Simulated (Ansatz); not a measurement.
A 3-atom cell of PbF2 started from a crystallographic database, relaxed with r2SCAN+rVV10 in the PAW code Ansatz: the symmetry is Fm-3m (No. 225, cubic); conventional cell a = 5.892 Å, 17.04 Å³ an atom. Pb is surrounded by 8 F at 2.55 Å; F is surrounded by 4 Pb at 2.55 Å. The primitive cell holds 3 atoms in 51.13 Å³. Calculated for a static, non-magnetic cell.

Computed values: PBE gives a gap of 4.41 eV and PBE0 (25 % exact exchange) 6.44 eV; one over PBE's mean ε∞ is 0.299. r2SCAN gives 4.92 eV and r2SCAN0 (25 %) 6.80 eV. HSE06+SOC (4×4×4) gives a least gap of 5.32 eV and a least direct gap of 5.46 eV. r2SCAN's ε∞ is 3.19.

Q: What is the density?

A: The cell holds 1 Pb, 2 F: M = 1×207.200 + 2×18.998 = 245.20 u in V = 51.13 Å³. ρ = 1.66054 × M/V = 1.66054 × 245.20/51.13 = 7.963 g/cm³, for the static r2SCAN+rVV10 lattice.

Q: Taking the gap as linear in the share of unscreened exchange, estimate the gap of the hybrid whose share is 1/ε∞.

A: The slope is (6.44 − 4.41)/0.25 = 8.12 eV per unit share, so E_g ≈ 4.41 + 8.12 × 0.299 = 6.84 eV. The run with that share gives 6.83 eV (6×6×6 mesh), -0.01 eV from the straight line.

Q: Interpolate to r2SCANh, with 10 % exact exchange.

A: 4.92 + (6.80 − 4.92) × 0.10/0.25 = 5.67 eV; the run gives 5.67 eV (0.00 eV against the interpolation).

Q: At what wavelength does absorption set in by HSE06+SOC, excitons left aside?

A: λ = 1239.84 eV nm/E: 233 nm for the least gap, where it needs phonons and is weak, and 227 nm for direct transitions. That lies in the ultraviolet, so by this gap the crystal is transparent to visible light.

Q: What refractive index and reflectivity at normal incidence follow, below the gap and above the phonons?

A: n = √3.19 = 1.786; R = ((n − 1)/(n + 1))² = (0.786/2.786)² = 8.0 % a face.

Only the levels marked +SOC include spin-orbit coupling.

The meshes of the hybrids are coarse, so their gaps aren't converged to the digits shown.
